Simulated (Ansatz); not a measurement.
Crystal: NaI.

```
I Na
1.0
     0.00000    3.23640    3.23640
     3.23640    0.00000    3.23640
     3.23640    3.23640    0.00000
I Na
1 1
Cartesian
  3.2364 3.2364 3.2364
  0.0000 0.0000 0.0000
```

Base run:

- Program: Ansatz 0.2.0
- Functional: HSE06
- Potentials or basis: Ansatz PAW
- Cutoff: 420 eV
- Density cutoff: 1680 eV
- k mesh: 6 × 6 × 6
- Occupations: fermi-dirac, width 0.05 eV
- Spin: no spin polarisation

Its results: band gap on the k mesh 4.67 eV, direct.

Problem. The run is repeated on the same cell with these changes: functional from HSE06 to PBE0. What comes out?

Solution. Band gap on the k mesh 5.34 eV, direct.

Caveats: spin-orbit coupling is left out, which moves the levels of the heavy elements.

Not every run made on this cell is shown here.
